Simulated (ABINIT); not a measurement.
ZrB2:

```
Zr B
1.0
     3.17000    0.00000    0.00000
    -1.58500    2.74530    0.00000
     0.00000    0.00000    3.53300
Zr B
1 2
Direct
  0.00000 0.00000 0.00000
  0.66667 0.33333 0.50000
  0.33333 0.66667 0.50000
```

Base run:

* Program: ABINIT 10.8.3 (patched build)
* Functional: WC
* Potentials or basis: JTH PAW PBE v2.0
* Cutoff: 463 eV
* k mesh: 10 × 10 × 8
* Occupations: fermi-dirac, width 0.05 eV
* Spin: no spin polarisation

Its results: band gap on the k mesh none (metal or under the smearing width); pressure -3.5 GPa.

Question: After a change of settings the same cell gave: band gap on the k mesh none (metal or under the smearing width); pressure -4.9 GPa. Which change was it?
A. functional from WC to AM05
B. functional from WC to PBEsol; potentials or basis from JTH PAW PBE v2.0 to PseudoDojo NC SR PBEsol v0.4.1 standard; cutoff from 463 eV to 1034 eV
C. functional from WC to LDA-PZ; potentials or basis from JTH PAW PBE v2.0 to JTH PAW LDA v2.0
D. functional from WC to PBEsol; k mesh from 10 × 10 × 8 to 4 × 4 × 3

Answer: A.

Caveats: the PAW data sets were made with another functional, which shifts forces and pressure a little.
